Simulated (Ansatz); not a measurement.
# A P vacancy and a P vacancy in zincblende BP, 14 atoms, charge +2

Which settings matter for this cell? A base run comes first, then runs with one to three settings changed.

All numbers are computed with Ansatz 0.2.0 (PAW, plane waves).

**1. Starting point**

14 atoms (8 B, 6 P); a = 9.040 Å, b = 4.520 Å, c = 4.520 Å, α = 90.00°, β = 90.00°, γ = 90.00°. All atoms were shaken off their sites by about 0.10 Å along each axis. Defect site 1: (0.625, 0.250, 0.250). Defect site 2: (0.375, 0.750, 0.250).

Structure file:

```
B P
1.0
     9.04038    0.00000    0.00000
     0.00000    4.52019    0.00000
     0.00000    0.00000    4.52019
B P
8 6
Direct
  0.00336 0.03529 0.01396
  0.49009 0.00165 0.97971
  0.25900 0.49634 0.03001
  0.75423 0.48366 0.00793
  0.25260 0.03059 0.47817
  0.73893 0.98415 0.50421
  0.99560 0.49156 0.49740
  0.49677 0.46598 0.50443
  0.13906 0.21917 0.26251
  0.87366 0.73271 0.24307
  0.37093 0.26515 0.74005
  0.88435 0.26237 0.74675
  0.11009 0.75088 0.74203
  0.61875 0.74327 0.75950
```

**2. PBEsol single point**

Contents of in.yaml:

```yaml
crystal:
  lattice:
    - [9.040378, 0.000000, 0.000000]
    - [0.000000, 4.520189, 0.000000]
    - [0.000000, 0.000000, 4.520189]
  atoms:
    - { symbol: B, position: [0.003363, 0.035288, 0.013956] }
    - { symbol: B, position: [0.490090, 0.001651, 0.979707] }
    - { symbol: B, position: [0.259000, 0.496345, 0.030005] }
    - { symbol: B, position: [0.754232, 0.483659, 0.007933] }
    - { symbol: B, position: [0.252597, 0.030590, 0.478173] }
    - { symbol: B, position: [0.738930, 0.984149, 0.504206] }
    - { symbol: B, position: [0.995602, 0.491560, 0.497397] }
    - { symbol: B, position: [0.496769, 0.465983, 0.504425] }
    - { symbol: P, position: [0.139058, 0.219170, 0.262512] }
    - { symbol: P, position: [0.873659, 0.732712, 0.243068] }
    - { symbol: P, position: [0.370930, 0.265152, 0.740054] }
    - { symbol: P, position: [0.884347, 0.262372, 0.746754] }
    - { symbol: P, position: [0.110095, 0.750876, 0.742034] }
    - { symbol: P, position: [0.618749, 0.743270, 0.759496] }
kpoints:
  mp_grid: { grid: [2, 2, 2], shift: [0.5, 0.5, 0.5] }
hamiltonian:
  xc: pbesol
total_charge: 2
scf:
  occupations: { method: fermi_dirac, width: 0.01 }
output:
  forces: true
  eigenvalues: true
  populations: true
  charged_corrections: { epsilon: 11 }
```

Started as:

```console
> ansatz run in.yaml --threads 8 --pin off --max-ram 13300MiB --runs-dir r --events-out ev --progress --plain
```

**3. Changed settings: functional r²SCAN**

Changes to in.yaml since step 2:

```diff
@@ -23,3 +23,3 @@
 hamiltonian:
-  xc: pbesol
+  xc: r2scan
 total_charge: 2
@@ -27,2 +27,3 @@
   occupations: { method: fermi_dirac, width: 0.01 }
+  max_iter: 100
 output:
@@ -30,3 +31,2 @@
   eigenvalues: true
-  populations: true
-  charged_corrections: { epsilon: 11 }
+  stress: true
```

**4. Variant: cutoff 800 eV, k points 3×3×3, xc grid 2**

Changes to in.yaml since step 3:

```diff
@@ -21,5 +21,6 @@
 kpoints:
-  mp_grid: { grid: [2, 2, 2], shift: [0.5, 0.5, 0.5] }
+  mp_grid: { grid: [3, 3, 3] }
+basis: { ecutwfc: 800, xc_grid: 2 }
 hamiltonian:
-  xc: r2scan
+  xc: pbesol
 total_charge: 2
@@ -27,3 +28,3 @@
   occupations: { method: fermi_dirac, width: 0.01 }
-  max_iter: 100
+  max_iter: 90
 output:
```

**5. Variant: starting moment 1 μB**

Changes to in.yaml since step 4:

```diff
@@ -21,4 +21,3 @@
 kpoints:
-  mp_grid: { grid: [3, 3, 3] }
-basis: { ecutwfc: 800, xc_grid: 2 }
+  mp_grid: { grid: [2, 2, 2], shift: [0.5, 0.5, 0.5] }
 hamiltonian:
@@ -26,5 +25,8 @@
 total_charge: 2
+magnetization:
+  spin_polarized: true
+  initial_magnetization: 1
 scf:
   occupations: { method: fermi_dirac, width: 0.01 }
-  max_iter: 90
+  max_iter: 60
 output:
```

**6. Run again with occupations tetrahedron, mixing beta 0.03**

Changes to in.yaml since step 5:

```diff
@@ -25,8 +25,6 @@
 total_charge: 2
-magnetization:
-  spin_polarized: true
-  initial_magnetization: 1
 scf:
-  occupations: { method: fermi_dirac, width: 0.01 }
-  max_iter: 60
+  occupations: { method: tetrahedron }
+  max_iter: 80
+  mixing: { beta: 0.03 }
 output:
```

**7. Variant: smearing width 0.03 eV**

Changes to in.yaml since step 6:

```diff
@@ -26,5 +26,4 @@
 scf:
-  occupations: { method: tetrahedron }
-  max_iter: 80
-  mixing: { beta: 0.03 }
+  occupations: { method: fermi_dirac, width: 0.03 }
+  max_iter: 100
 output:
```

**8. Variant: cutoff 350 eV**

Changes to in.yaml since step 7:

```diff
@@ -22,2 +22,3 @@
   mp_grid: { grid: [2, 2, 2], shift: [0.5, 0.5, 0.5] }
+basis: { ecutwfc: 350 }
 hamiltonian:
@@ -26,3 +27,3 @@
 scf:
-  occupations: { method: fermi_dirac, width: 0.03 }
+  occupations: { method: fermi_dirac, width: 0.01 }
   max_iter: 100
```

Before running it: what results should come out? Wanted: for each run, settings; status; energy from base; forces from base.

The runs gave:

| settings | status | cycles | time | energy from base (meV/atom) | forces from base (eV/Å rms) | filled to empty level on the mesh (eV) |
| --- | --- | --- | --- | --- | --- | --- |
| base | converged | 10 | 0.5 s (8 CPU threads) | 0 | 0 | 0.61 |
| functional r²SCAN | converged | 10 | 1.3 s (8 CPU threads) | - | 0.121 | 0.79 |
| cutoff 800 eV, k points 3×3×3, xc grid 2 | converged | 10 | 1.6 s (8 CPU threads) | -16.7 | 0.111 | 0.14 |
| starting moment 1 μB | converged | 20 | 1.1 s (8 CPU threads) | 0.0 | 0.000 | 0.61 |
| occupations tetrahedron, mixing beta 0.03 | converged | 11 | 0.5 s (8 CPU threads) | 0.0 | 0.000 | 0.61 |
| smearing width 0.03 eV | converged | 10 | 0.4 s (8 CPU threads) | 0.0 | 0.000 | 0.61 |
| cutoff 350 eV | converged, settings too loose | 8 | 0.4 s (8 CPU threads) | +8.7 | 0.004 | 0.61 |

**What this shows.** Among these variants the forces move most with functional r²SCAN (0.121 eV/Å rms).
